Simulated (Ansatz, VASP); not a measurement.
## Cross-check of BP between VASP and Ansatz

Wanted: the spread between two codes on one cell, functional and k mesh. The cell is taken from a series of runs on this material, whose earlier steps may have relaxed, scaled, displaced or heated it; both programs get it as it stands.

Main program and level: Ansatz 0.2.0; plane waves, with VASP 6.6.1 beside it; single point at HSE06.

## Step 1: The starting structure

The cell holds 4 atoms: 2 B and 2 P. Its edges and angles: a = 3.192 Å, b = 3.192 Å, c = 30.200 Å, α = 90.0°, β = 90.0°, γ = 120.0°. Vacuum lies along c.

## Step 2: Ansatz: single point, HSE06

Ansatz runs on its PAW soft_1 files.

A single point gives forces, pressure and levels at one fixed geometry, so differences don't come from the geometry; what else differs is listed under the comparison.

input.yaml

```yaml
crystal:
  lattice:
    - [3.1917572762, 0.0, 0.0]
    - [-1.5958786381, 2.7641428839, 0.0]
    - [0.0, 0.0, 30.2]
  atoms:
    - { symbol: B, position: [0.3333333333, 0.6666666667, 0.4431928281] }
    - { symbol: P, position: [0.6666666667, 0.3333333333, 0.4424602875] }
    - { symbol: B, position: [0.0, 0.0, 0.5575397125] }
    - { symbol: P, position: [0.3333333333, 0.6666666667, 0.5565501391] }
  periodic: [true, true, false]
kpoints:
  mp_grid: { grid: [6, 6, 1] }
  band_path:
    path: [[0.0, 0.0, 0.0], [0.5, 0.0, 0.0], [0.3333333333, 0.3333333333, 0.0]]
    npoints: 1
hamiltonian:
  xc: hse06
  pseudopotentials: { kind: paw, azcp: { folder: soft_1 } }
scf:
  occupations: { method: fixed }
  n_extra_bands: 5
output:
  eigenvalues: true
  write_density: true
  write_potential: true
  elf: true
  volumetric_format: npy
```

On the command line:

```sh
$ ansatz run input.yaml --threads 4 --pin off --max-ram 17510MiB --backend cpu --events-out ev --progress --plain --runs-dir out
```

Numbers of over 12 decimals in the logs are rounded to 6 here.

Output:

```text
scf.n_extra_bands = 5 over 8 filled bands (N_el = 16.0): the run solves 13 bands
Engine: ansatz 0.2.0, x86_64-unknown-linux-gnu
Pseudopotentials: kind: paw
Pseudopotential: B, paw, valence charge 3, recommended cutoff 420 eV (normal), soft_1/B.paw.azcp
Pseudopotential: P, paw, valence charge 5, recommended cutoff 420 eV (normal), soft_1/P.paw.azcp
Functional definition: HSE06
  parameter a = 0.25
  parameter omega = 0.11/bohr
  exchange = pbe_x - a*pbe_x_sr(omega) + a*exact_x_sr(omega)
  correlation = pbe_c
davidson cushion auto → on  (no smearing: the cushion is to keep the highest requested band from converging to the state above it; pin scf.eigensolver.cushion to override)
Crystal: 4 atoms, lattice volume = 266.439 Å³
Basis set: ecut = 420 eV, 5273 PW (Γ)
Bands: 13, of which v1, the nominal top of the filled ones, is band 8 counted from 1 (7 counted from 0)
Symmetry: 6 space group operations
Space group: P3m1 (ITA 156), of the structure as read, at distance tolerance 6.4e-5 Å
k-points: 7 of 36 (time reversal used)
Non-local potential: B, projectors of the file, l = 0: 2, l = 1: 2, l = 2: 1
Non-local potential: P, projectors of the file, l = 0: 2, l = 1: 2, l = 2: 1
PAW form: soft (Blöchl's): semilocal exchange-correlation on the pseudo side does not see the compensation charge
PAW frozen core: B, regenerated for the run's functional, and the local potential with it (the file was generated under x = pbe(κ = 0.804, μ = 0.219515), c = pbe(β = 0.066725))
PAW frozen core: P, regenerated for the run's functional, and the local potential with it (the file was generated under x = pbe(κ = 0.804, μ = 0.219515), c = pbe(β = 0.066725))
PAW one-centre angular grid: B, 110 points (default); XC on 64 Gauss nodes
PAW one-centre angular grid: P, 110 points (default); XC on 64 Gauss nodes
Initial density: superposition of atomic densities (neutral atoms: chi_scale 0, normalization atom)
Initial wavefunctions: pseudopotential atomic-orbital guess
Functional: x = pbe(κ = 0.804, μ = 0.219515), c = pbe(β = 0.066725), warm-up for x = pbe(κ = 0.804, μ = 0.219515) + 0.25 (exact − pbe) at short range (hse, ω = 0.207870 Å⁻¹), c = pbe(β = 0.066725); HSE06 as pw.x's `hse` composes it (authors' and Libxc's form: `xc: wpbeh`)
iter 1 solved again at ethr=3.08e-2 eV; its pass at ethr=1.00e-1 eV (dr2=4.92e0 eV) is discarded
SCF iter   1: F=—  HF=-1824.922214 eV  |F-HF|=—  |Δ(HF+E_count)|=         —  Δρ=3.95e-2  dr2=4.97e0  ethr=3.08e-2  ⟨swp⟩=3.9  Hψ=602  notcnv=0
preconditioner: auto → none  [insulator: Δε(μ)=0.002 eV  Ē_g=10.859 eV  n_scr=16 (ndim 8)  ℏωp=9.1 eV  f_vac=0.717]
SCF iter   2: F=—  HF=-1823.438040 eV  |F-HF|=—  |Δ(HF+E_count)|=    1.48e0  Δρ=1.51e-2  dr2=6.41e-1  ethr=3.08e-2  ⟨swp⟩=4.6  Hψ=254  notcnv=0  defer=6
SCF iter   3: F=—  HF=-1823.351478 eV  |F-HF|=—  |Δ(HF+E_count)|=   8.66e-2  Δρ=6.78e-3  dr2=4.58e-1  ethr=4.01e-3  ⟨swp⟩=6.7  Hψ=291  notcnv=0  defer=5
SCF iter   4: F=—  HF=-1823.389768 eV  |F-HF|=—  |Δ(HF+E_count)|=   3.83e-2  Δρ=5.74e-3  dr2=1.31e0  ethr=2.87e-3  ⟨swp⟩=5.7  Hψ=280  notcnv=0  defer=6  recentre
SCF iter   5: F=—  HF=-1823.293522 eV  |F-HF|=—  |Δ(HF+E_count)|=   9.62e-2  Δρ=2.14e-3  dr2=6.60e-2  ethr=2.87e-3  ⟨swp⟩=3.9  Hψ=244  notcnv=0  defer=4
SCF iter   6: F=—  HF=-1823.284678 eV  |F-HF|=—  |Δ(HF+E_count)|=   8.84e-3  Δρ=1.06e-3  dr2=1.04e-2  ethr=4.12e-4  ⟨swp⟩=3.6  Hψ=227  notcnv=0  defer=6
iter 7 solved again at ethr=2.37e-6 eV; its pass at ethr=6.50e-5 eV (dr2=3.79e-4 eV) is discarded
SCF iter   7: F=—  HF=-1823.282949 eV  |F-HF|=—  |Δ(HF+E_count)|=   1.73e-3  Δρ=2.48e-4  dr2=4.06e-4  ethr=2.37e-6  ⟨swp⟩=4.9  Hψ=539  notcnv=0  defer=3
SCF iter   8: F=—  HF=-1823.282888 eV  |F-HF|=—  |Δ(HF+E_count)|=   6.03e-5  Δρ=1.21e-4  dr2=8.64e-5  ethr=2.37e-6  ⟨swp⟩=4.1  Hψ=273  notcnv=0  defer=3
[...]
SCF 1 stopped early in 9 iterations: F = -1823.282873 eV  dr2 = 7.64e-6
  greatest PAW one-centre occupation: 0.769 electrons in one spin orbital (limit 2), on the P atom at site 3 (counted from 0), in its partial waves of l = 0
Initial density: handed on by an earlier stage of this run
Initial wavefunctions: those handed on with the density
Functional: x = pbe(κ = 0.804, μ = 0.219515) + 0.25 (exact − pbe) at short range (hse, ω = 0.207870 Å⁻¹), c = pbe(β = 0.066725); HSE06 as pw.x's `hse` composes it (authors' and Libxc's form: `xc: wpbeh`)
Exchange kernel: α = 0.2500, screened, ω = 0.2079 Å⁻¹, Wigner–Seitz truncation, v(0) = 1044.5560 eV·Å³, q-mesh 6×6×1, nearest image of the exchange supercell L = 19.15 Å, pair-density grid 15×15×128, without the augmentation charges, whose exchange is taken in its separable form by FFT convolution over the k-point mesh (sized by the pseudopotential files, 20×20×216 at the most)
Frozen-core exchange: fock
[...]
preconditioner: auto → none  [insulator: Δε(μ)=1.060 eV  Ē_g=11.854 eV  n_scr=16 (ndim 8)  ℏωp=9.1 eV  f_vac=0.729]
[...]
SCF iter   5: F=—  HF=-1824.434856 eV  |F-HF|=—  |Δ(HF+E_count)|=   1.67e-4  Δρ=6.35e-5  dr2=1.87e-4  ethr=4.78e-7  ⟨swp⟩=3.9  Hψ=311  notcnv=0  defer=3
SCF iter   6: F=—  HF=-1824.434824 eV  |F-HF|=—  |Δ(HF+E_count)|=   3.22e-5  Δρ=1.67e-5  dr2=5.39e-5  ethr=4.78e-7  ⟨swp⟩=3.9  Hψ=247  notcnv=0  defer=1
SCF iter   7: F=—  HF=-1824.435068 eV  |F-HF|=—  |Δ(HF+E_count)|=   2.44e-4  Δρ=9.48e-5  dr2=3.71e-5  ethr=4.48e-8  ⟨swp⟩=6.3  Hψ=387  notcnv=0  defer=3
SCF iter   8: F=—  HF=-1824.435063 eV  |F-HF|=—  |Δ(HF+E_count)|=   4.81e-6  Δρ=2.36e-5  dr2=2.21e-5  ethr=4.48e-8  ⟨swp⟩=4.0  Hψ=312  notcnv=0  defer=2
SCF iter   9: F=-1824.435058 eV  HF=-1824.435058 eV  |F-HF|=1.04e-8  |Δ(HF+E_count)|=   5.08e-6  Δρ=5.58e-6  dr2=3.24e-6  ethr=4.48e-8  ⟨swp⟩=4.3  Hψ=263  notcnv=0  defer=2
SCF 2 stopped early in 9 iterations: F = -1824.435058 eV  dr2 = 3.24e-6
  greatest PAW one-centre occupation: 0.764 electrons in one spin orbital (limit 2), on the P atom at site 3 (counted from 0), in its partial waves of l = 0
hybrid outer 1: dexx = +7.090e-3 eV, tail = 9.62e-6 eV
Exchange kernel: α = 0.2500, screened, ω = 0.2079 Å⁻¹, Wigner–Seitz truncation, v(0) = 1044.5560 eV·Å³, q-mesh 6×6×1, nearest image of the exchange supercell L = 19.15 Å, pair-density grid 15×15×128, without the augmentation charges, whose exchange is taken in its separable form by FFT convolution over the k-point mesh (sized by the pseudopotential files, 20×20×216 at the most)
Frozen-core exchange: fock
SCF iter   1: F=—  HF=-1824.434999 eV  |F-HF|=—  |Δ(HF+E_count)|=         —  Δρ=2.58e-5  dr2=2.57e-6  ethr=3.01e-7  ⟨swp⟩=4.3  Hψ=240  notcnv=0
preconditioner: auto → none  [insulator: Δε(μ)=1.067 eV  Ē_g=11.885 eV  n_scr=16 (ndim 8)  ℏωp=9.1 eV  f_vac=0.729]
iter 2 solved again at ethr=5.90e-10 eV; its pass at ethr=1.35e-8 eV (dr2=9.44e-8 eV) is discarded
SCF iter   2: F=—  HF=-1824.434999 eV  |F-HF|=—  |Δ(HF+E_count)|=   5.88e-7  Δρ=4.52e-6  dr2=2.87e-7  ethr=5.90e-10  ⟨swp⟩=4.0  Hψ=539  notcnv=0
SCF iter   3: F=—  HF=-1824.435000 eV  |F-HF|=—  |Δ(HF+E_count)|=   7.32e-7  Δρ=7.32e-6  dr2=1.72e-7  ethr=5.90e-10  ⟨swp⟩=5.4  Hψ=330  notcnv=0  defer=7
SCF iter   4: F=-1824.435000 eV  HF=-1824.435000 eV  |F-HF|=1.76e-8  |Δ(HF+E_count)|=   4.75e-9  Δρ=2.72e-6  dr2=2.49e-8  ethr=5.90e-10  ⟨swp⟩=4.7  Hψ=263  notcnv=0  defer=3
SCF 3 converged in 4 iterations: F = -1824.435000 eV  dr2 = 2.49e-8
hybrid outer 2: dexx = +1.092e-6 eV, tail = 5.17e-8 eV, Δε = 1.82e-3 eV (about 1.53e-4 eV left of the loop's levels)
NSCF: frozen V_eff on 3 k-points
WARN: The output density's exchange-correlation potential varies sharply where the density is thin. Do not read a vacuum level from v_tot or v_xc, or from such a field of the output density. On a cell that repeats whose density bears no net charge and no dipole along the vacuum's axis use v_es (v_loc + v_h of the components); under efield.dipole_correction with no amplitude use v_es + v_field, which holds any externa [...]
hybrid SCF converged: 2 outer / 13 inner (+9 warm-up), last move |dexx| = 1.09e-6 eV, tail = 5.17e-8 eV
Stability not checked: this state was not tested for a lower state beside it, because the functional holds exact exchange (a hybrid, or Hartree-Fock), whose exchange loop this test does not read (fock_operator; see scf.lower_state_search)
Free energy (F): -1824.435000 eV
Frozen-core exchange: fock
Harris-Foulkes:  -1824.435000 eV  (|F-HF|=1.76e-8)
Internal energy: -1824.435000 eV  (E = F + TS)
E sigma→0 (E₀):  -1824.435000 eV
Fermi energy:    -5.411886 eV
--- Per-component energies (eV) ---
  E_band       = -197.538146
  E_kinetic    = 236.549453
  E_local      = -14617.961755  (includes V_loc(G=0)·N_el)
  E_nonlocal   = 80.082953
  E_hartree    = 7169.461944
  E_xc         = -171.159013
  E_vxc        = -160.791092  (∫ρ·V_xc dr)
  E_exx        = -26.776792  (= α·E_x^exact, valence–valence)
  E_paw        = -1286.489685  (= ΣΔE_a)
  E_vpaw       = -20.787360  (= ΣTr[D̂ρ^β])
  E_aug_tail   = 0.000010  (compensation charges beyond the density's cutoff)
  E_ewald      = 6792.034301
  E_core_change = -0.176417  (= ΣΔE_core)
  E_smearing   = -0.000000  (= −TS)
  E_closure    = -0.000000  (closes the sum)
  Σ components = -1824.435000   (vs F -1824.435000, Δ=0.00e0)
--- Band table (eV; the first three rows and the last of 7) ---
  k-point 0: bands = [... 4 lower, -7.6794, -7.6794, -7.3820, -7.3820, -1.1476, -0.4489, -0.0470, -0.0470, ... 1 higher]
  k-point 1: bands = [... 4 lower, -9.3318, -8.8621, -8.4257, -8.1146, -0.8401, -0.6173, -0.3426, 0.1049, ... 1 higher]
  k-point 2: bands = [... 4 lower, -9.4843, -9.1629, -9.0276, -7.4113, -1.8873, -1.6614, -1.2183, -0.5755, ... 1 higher]
  k-point 6: bands = [... 4 lower, -12.7821, -12.4852, -5.9179, -5.4119, -4.3449, -3.6575, 1.3777, 1.8172, ... 1 higher]
  the weakly bound empty levels are not read free of the cell's end (exact_exchange)
```

## Step 3: VASP: single point, HSE06

The same cell, functional and mesh now go to VASP, with its own data sets.

Lines of VASP's logs that name or quote its potential files are left out, and so is its time.

The run reads the wave functions of an earlier VASP run, which isn't shown here.

INCAR

```
SYSTEM = BP
PREC = Accurate
ENCUT = 420
EDIFF = 1E-06
NELM = 100
ISMEAR = 0
SIGMA = 0.01
LREAL = .FALSE.
ALGO = Normal
LHFCALC = .TRUE.
AEXX = 0.25
GGA = PE
HFSCREEN = 0.208
LASPH = .TRUE.
NBANDS = 14
PRECFOCK = Fast
LORBIT = 11
LWAVE = .FALSE.
LCHARG = .FALSE.
KPAR = 4
NCORE = 2
ISIF = 2
LDIPOL = .TRUE.
IDIPOL = 3
DIPOL = 0.5 0.5 0.5
LVHAR = .TRUE.
```

POSCAR

```
BP
1.0
    3.1917572762      0.0000000000      0.0000000000
   -1.5958786381      2.7641428839      0.0000000000
    0.0000000000      0.0000000000     30.2000000000
B P
2 2
Direct
    0.3333333333      0.6666666667      0.4431928281
    0.0000000000      0.0000000000      0.5575397125
    0.6666666667      0.3333333333      0.4424602875
    0.3333333333      0.6666666667      0.5565501391
```

KPOINTS

```
Automatic mesh
0
Gamma
6 6 1
0 0 0
```

Potentials, in the order of the species: B and P (PBE family, release 64).

On the command line:

```sh
$ mpirun -np 8 vasp_std
```

Output:

```text
[banner, memory and clock lines left out]
running    8 mpi-ranks, on    1 nodes
 distrk:  each k-point on    2 cores,    4 groups
 distr:  one band on    2 cores,    1 groups

 POSCAR found type information on POSCAR B P
 POSCAR found :  2 types and       4 ions
 LDA part: xc-table for (Slater+PW92), standard interpolation
 found WAVECAR, reading the header
 POSCAR, INCAR and KPOINTS ok, starting setup
 FFT: planning ... GRIDC
 FFT: planning ... GRID_SOFT
 FFT: planning ... GRID
 reading WAVECAR
 the WAVECAR file was read successfully
 initial charge from wavefunction
 entering main loop
       N       E                     dE             d eps       ncg     rms          rms(c)
DAV:   1    -0.278475946364E+02   -0.27848E+02   -0.40589E-01   232   0.479E+00    0.229E+00
DAV:   2    -0.278512827884E+02   -0.36882E-02   -0.16575E-02   246   0.830E-01    0.161E+00
DAV:   3    -0.278498042096E+02    0.14786E-02   -0.19983E-03   244   0.278E-01    0.979E-01
DAV:   4    -0.278494901275E+02    0.31408E-03   -0.60160E-04   274   0.153E-01    0.583E-01
DAV:   5    -0.278493906723E+02    0.99455E-04   -0.68610E-05   256   0.558E-02    0.338E-01
DAV:   6    -0.278493409875E+02    0.49685E-04   -0.17152E-05   274   0.275E-02    0.189E-01
DAV:   7    -0.278493248427E+02    0.16145E-04   -0.10054E-05   270   0.193E-02    0.102E-01
DAV:   8    -0.278493217225E+02    0.31202E-05   -0.30584E-06   244   0.115E-02    0.552E-02
DAV:   9    -0.278493228701E+02   -0.11476E-05   -0.10051E-06   200   0.746E-03    0.305E-02
DAV:  10    -0.278493260668E+02   -0.31967E-05   -0.70204E-07   172   0.603E-03    0.166E-02
DAV:  11    -0.278493293263E+02   -0.32595E-05   -0.44581E-07   182   0.459E-03    0.913E-03
DAV:  12    -0.278493324484E+02   -0.31221E-05   -0.31921E-07   176   0.370E-03    0.500E-03
DAV:  13    -0.278493356398E+02   -0.31914E-05   -0.24350E-07   176   0.305E-03    0.281E-03
DAV:  14    -0.278493380766E+02   -0.24368E-05   -0.18054E-07   176   0.254E-03    0.179E-03
DAV:  15    -0.278493404255E+02   -0.23489E-05   -0.14908E-07   170   0.219E-03    0.139E-03
DAV:  16    -0.278493423249E+02   -0.18994E-05   -0.11927E-07   176   0.188E-03    0.124E-03
DAV:  17    -0.278493437937E+02   -0.14688E-05   -0.92324E-08   170   0.164E-03    0.116E-03
DAV:  18    -0.278493452141E+02   -0.14204E-05   -0.79467E-08   176   0.147E-03    0.109E-03
DAV:  19    -0.278493462152E+02   -0.10011E-05   -0.62318E-08   176   0.130E-03    0.103E-03
DAV:  20    -0.278493470527E+02   -0.83750E-06   -0.50617E-08   182   0.117E-03
   1 F= -.27849347E+02 E0= -.27849347E+02  d E =-.188342E-67
```

OUTCAR, selected parts (step 3):

```text
ion  position               nearest neighbor table
   1  0.333  0.667  0.443-   3 1.84   3 1.84   3 1.84
   2  0.000  0.000  0.558-   4 1.84   4 1.84   4 1.84
   3  0.667  0.333  0.442-   1 1.84   1 1.84   1 1.84
   4  0.333  0.667  0.557-   2 1.84   2 1.84   2 1.84

  LATTYP: Found a hexagonal cell.
 ALAT       =     3.1917572762
 C/A-ratio  =     9.4618723752

 Subroutine GETGRP returns: Found  6 space group operations
 (whereof  6 operations were pure point group operations)

The static configuration has the point symmetry C_3v.

 Found      7 irreducible k-points:

   k-points           NKPTS =      7   k-points in BZ     NKDIM =     36   number of bands    NBANDS=     14

   dimension x,y,z NGX =    24 NGY =   24 NGZ =  210
   dimension x,y,z NGXF=    48 NGYF=   48 NGZF=  420

   ENCUT  =  420.0 eV  30.87 Ry    5.56 a.u.   5.33  5.33 50.46*2*pi/ulx,y,z

   NELECT =      16.0000    total number of electrons

 k-points in reciprocal lattice and weights: Automatic mesh
   0.00000000  0.00000000  0.00000000       0.028
   0.16666667  0.00000000  0.00000000       0.167
   0.33333333  0.00000000  0.00000000       0.167
   0.50000000  0.00000000  0.00000000       0.083
   0.16666667  0.16666667  0.00000000       0.167
   0.33333333  0.16666667  0.00000000       0.333
   0.33333333  0.33333333  0.00000000       0.056

  exchange ACFDT corr.  =         0.00000000  see jH, gK, PRB 81, 115126

 dipolmoment           0.000000      0.000000     -0.017770 electrons x Angstroem

 average (electrostatic) potential at core
       1 -32.3980       2 -32.6439       3 -87.6853       4 -88.0626

 E-fermi :  -3.1175

 k-point     1 :       0.0000    0.0000    0.0000
  band No.  band energies     occupation
    ...
      4      -7.2047      2.00000
      5      -5.4918      2.00000
      6      -5.4918      2.00000
      7      -5.1909      2.00000
      8      -5.1909      2.00000
      9       1.0512      0.00000
     10       1.7570      0.00000
     11       2.1353      0.00000
     12       2.1353      0.00000
     13       2.1875      0.00000
    ...

 k-point     2 :       0.1667    0.0000    0.0000
  band No.  band energies     occupation
    ...
      4      -7.4688      2.00000
      5      -7.1429      2.00000
      6      -6.6835      2.00000
      7      -6.2379      2.00000
      8      -5.9234      2.00000
      9       1.3424      0.00000
     10       1.5739      0.00000
     11       1.8493      0.00000
     12       2.3091      0.00000
     13       2.7363      0.00000
    ...

 k-point     3 :       0.3333    0.0000    0.0000
  band No.  band energies     occupation
    ...
      4     -10.4961      2.00000
      5      -7.2949      2.00000
      6      -6.9699      2.00000
      7      -6.8497      2.00000
      8      -5.2346      2.00000
      9       0.2909      0.00000
     10       0.5179      0.00000
     11       0.9631      0.00000
     12       1.6036      0.00000
     13       3.1859      0.00000
    ...

  Total        0.3231273      0.3231273      0.6145051      0.0000000      0.0000000      0.0000000
  in kB        1.9430632      1.9430632      3.6952072      0.0000000      0.0000000      0.0000000
  external PRESSURE =       2.5271112 kB  Pullay stress =       0.0000000 kB

  energy-cutoff  :      420.00
  volume of cell :      266.44
      direct lattice vectors                 reciprocal lattice vectors
     3.191757276  0.000000000  0.000000000     0.313307032  0.180887899  0.000000000
    -1.595878638  2.764142884  0.000000000     0.000000000  0.361775799  0.000000000
     0.000000000  0.000000000 30.200000000     0.000000000  0.000000000  0.033112583

 POSITION                                       TOTAL-FORCE (eV/Angst)
 -----------------------------------------------------------------------------------
     -0.00000      1.84276     13.38442        -0.000000      0.000000     -0.065433
      0.00000      0.00000     16.83770         0.000000     -0.000000      0.050900
      1.59588      0.92138     13.36230         0.000000     -0.000000     -0.118590
     -0.00000      1.84276     16.80781        -0.000000      0.000000      0.133122
 -----------------------------------------------------------------------------------
    total drift:                               -0.000001      0.000000     -0.000210

  FREE ENERGIE OF THE ION-ELECTRON SYSTEM (eV)
  ---------------------------------------------------
  free  energy   TOTEN  =       -27.8493470527 eV

  energy  without entropy=      -27.8493470527  energy(sigma->0) =      -27.84934705

 vacuum level on the upper side and lower side of the slab         1.974         2.337

 total charge
# of ion       s       p       d       tot
------------------------------------------
    1        0.709   1.254   0.000   1.962
    2        0.707   1.259   0.000   1.966
    3        0.988   1.659   0.000   2.647
    4        0.991   1.646   0.000   2.637
--------------------------------------------------
tot          3.395   5.818   0.000   9.213

[... 3 further parts left out ...]
```

The k-mesh is coarse for exact exchange; levels may shift by about 0.1 eV on a finer one.

## Step 4: Side by side

Known differences besides the potentials themselves: exact exchange at q = 0 is treated differently, which shows on coarse meshes; VASP keeps PBE cores, Ansatz makes them for the functional; fixed occupations in Ansatz, narrow Gaussian smearing in VASP; Ansatz cuts the interaction across the vacuum, VASP repeats the sheet with a dipole correction; VASP takes a coarser grid for exact exchange (PRECFOCK = Fast). Total energies have different zeros and are not compared.

Compared:

```csv
quantity,Ansatz,VASP,difference
gap on the k mesh (eV),1.067,1.075,-0.008
```

A gap on the mesh is an upper bound, since the band edges may lie between its points. With vacuum in the cell, a pressure given here is an average over mostly empty space and none of the material.

## Step 5: What came out

| Quantity | Value |
| --- | --- |
| difference in gap on the k mesh (single point, HSE06) | -0.0080 eV |

What this shows: The difference in gap on the k mesh is -0.0080 eV (single point, HSE06), within the 0.08 eV picked in this series as the mark of a large difference. How closely two codes agree says nothing of how well the functional describes the real material.

[Lines on the potential files, build, host, timing and source positions are cut from VASP's logs without a mark.]

[Logs are printed without paths, hosts, clocks, repeated set-up lines and the standing remarks that a program may print on its own settings, such as how far it seeks lower states.]

[Hosts, paths, dates, database ids (printed as entryN), source tags and the programs' standing remarks are cut or masked in the printed files.]
